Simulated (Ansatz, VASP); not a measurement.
**Pt: VASP beside Ansatz**

POSCAR

```
Pt
1.0
   -1.5604567000      1.5604567000      1.5604567000
    1.5604567000     -1.5604567000      1.5604567000
    1.5604567000      1.5604567000     -1.5604567000
Pt
1
Direct
    0.0000000000      0.0000000000      0.0000000000
```

Contents of INCAR.step1:

```
ALGO     = Normal         # electronic algorithm
EDIFF    = 1E-4           # SCF threshold, eV
ENCUT    = 520            # plane-wave cutoff, eV
GGA      = PE             # functional
ISMEAR   = 0              # smearing method
LASPH    = True           # aspherical terms in the spheres
LCHARG   = False          # write CHGCAR
LREAL    = False          # projectors in reciprocal space
LWAVE    = True           # write WAVECAR
NBANDS   = 11             # bands
NELM     = 80             # most SCF steps
PREC     = Accurate       # precision mode
SIGMA    = 0.15           # smearing width, eV
```

File INCAR.step2:

```
ALGO     = Normal         # electronic algorithm
EDIFF    = 1E-7           # SCF threshold, eV
ENCUT    = 520            # plane-wave cutoff, eV
ISIF     = 2              # what is computed and relaxed
ISMEAR   = 0              # smearing method
ISTART   = 1            
LASPH    = True           # aspherical terms in the spheres
LCHARG   = False          # write CHGCAR
LMIXTAU  = True         
LREAL    = False          # projectors in reciprocal space
LWAVE    = False          # write WAVECAR
METAGGA  = R2SCAN         # meta-GGA
NBANDS   = 11             # bands
NELM     = 80             # most SCF steps
PREC     = Accurate       # precision mode
SIGMA    = 0.15           # smearing width, eV
```

KPOINTS

```
k-points
0
Gamma
  22 22 22
```

Input for Ansatz:

```yaml
crystal:
  lattice:
    - [-1.5604567, 1.5604567, 1.5604567]
    - [1.5604567, -1.5604567, 1.5604567]
    - [1.5604567, 1.5604567, -1.5604567]
  atoms:
    - { symbol: Pt, position: [0.0, 0.0, 0.0] }
basis:
  ecutwfc: 500
kpoints:
  mp_grid: { grid: [22, 22, 22] }
hamiltonian:
  xc: r2scan
scf:
  occupations: { method: gaussian, width: 0.15 }
output:
  forces: true
  stress: true
  eigenvalues: true
```

Change from the starting cell: strain -0.015 along x and y, -0.015 along z, atoms carried along.

Alike in both runs: task single point; functional r2SCAN; k mesh 22 × 22 × 22; occupations gaussian, width 0.15 eV; no spin polarisation.

|  | VASP | Ansatz |
| --- | --- | --- |
| version | VASP 6.6.1 | Ansatz 0.2.0 |
| potentials or method | VASP PAW PBE potentials, release 64 (Pt) | scalar-relativistic, plane waves, PAW |
| plane-wave cutoff (eV) | 520 | 500 |
| valence electrons in the cell | 10 | 18 |

Ansatz gave:

| Item | Value |
| --- | --- |
| gap on the k mesh at the Fermi level (eV) | none |
| pressure (GPa) | 5.0 |

Q: What did VASP give for the same quantities?

A: gap on the k mesh at the Fermi level (eV): none; pressure (GPa): 5.7.

A gap of «none» marks a metal or a gap that the smearing closes. With one functional, cell and mesh, what is left measures potentials, basis and numerics. The two sets of potentials don't hold the same shells in valence.

Caveats: the PAW data sets were made with another functional, which shifts forces and pressure a little (VASP). Spin-orbit coupling is left out, which matters for the levels of Pt.
